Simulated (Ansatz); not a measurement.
The system is WS2 (Tungstenite).

```
W S
1.0
     3.18000    0.00000    0.00000
    -1.59000    2.75396    0.00000
     0.00000    0.00000   12.50000
W S
2 4
Direct
  0.66667 0.33333 0.75000
  0.33333 0.66667 0.25000
  0.66667 0.33333 0.37500
  0.33333 0.66667 0.87500
  0.66667 0.33333 0.12500
  0.33333 0.66667 0.62500
```

Base run:

| Quantity | Value |
| --- | --- |
| Program | Ansatz 0.2.0 |
| Functional | revPBE |
| Potentials or basis | Ansatz PAW |
| Cutoff | 420 eV |
| Density cutoff | 1680 eV |
| k mesh | 10 × 10 × 3 |
| Occupations | fermi-dirac, width 0.05 eV |
| Spin | no spin polarisation |

Its results: band gap on the k mesh 1.16 eV, indirect (least direct gap 2.09 eV); pressure 4.2 GPa; largest force 0.185 eV/Å.

Question: After a change of settings the same cell gave: band gap on the k mesh 1.13 eV, indirect (least direct gap 2.08 eV); pressure 9.5 GPa; largest force 0.527 eV/Å. Which change was it?
A. functional from revPBE to PBEsol; potentials or basis from Ansatz PAW to Ansatz PAW earlier set; cutoff from 420 eV to 760 eV; density cutoff from 1680 eV to 3800 eV; valence electrons from 52 to 80
B. functional from revPBE to BLYP
C. functional from revPBE to r2SCAN; cutoff from 420 eV to 500 eV; density cutoff from 1680 eV to 2000 eV; spin from no spin polarisation to spin-orbit coupling, no magnetisation; potential files from those of the base run to others of the same set
D. functional from revPBE to PBEsol; hubbard terms from none to W d U = 2 eV; hubbard projectors from none to ortho-atomic (the default)

Answer: B.

Caveats: the potentials were made for another functional, which shifts forces and pressure; the k mesh misses the band edges, so the gap on the mesh is wider than the one along the path; spin-orbit coupling is left out, which moves the levels of the heavy elements; this functional lacks dispersion, which binds the layers, so the pressure and a relaxed spacing across them are unreliable; the PAW data sets come from PBE, with cores solved anew for the run's functional, which leaves a small shift of forces and pressure.

Not every run made on this cell is shown here.
